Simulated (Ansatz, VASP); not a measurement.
Two plane-wave programs on SrO

```xyz
2
Lattice="0.0000 2.5698 2.5698 2.5698 0.0000 2.5698 2.5698 2.5698 0.0000" Properties=species:S:1:pos:R:3 pbc="T T T"
Sr    0.0000    0.0000    0.0000
O     2.5698    2.5698    2.5698
```

Alike in both runs: task single point; functional PBE; k mesh 8 × 8 × 8; occupations gaussian, width 0.05 eV; no spin polarisation.

|  | VASP | Ansatz |
| --- | --- | --- |
| version | VASP 6.6.1 | Ansatz 0.2.0 |
| potentials or method | VASP PAW PBE potentials, release 64 (Sr_sv, O) | scalar-relativistic, plane waves, PAW |
| plane-wave cutoff (eV) | 520 | 420 |
| valence electrons in the cell | 16 | 16 |

VASP gave:

- gap on the k mesh at the Fermi level (eV): 3.26
- least direct gap on the mesh (eV): 3.35
- pressure (GPa): 3.5

Task: Estimate Ansatz's values.

Result: gap on the k mesh at the Fermi level (eV): 3.31; least direct gap on the mesh (eV): 3.39; pressure (GPa): 2.9.

A k mesh can miss the band edges.
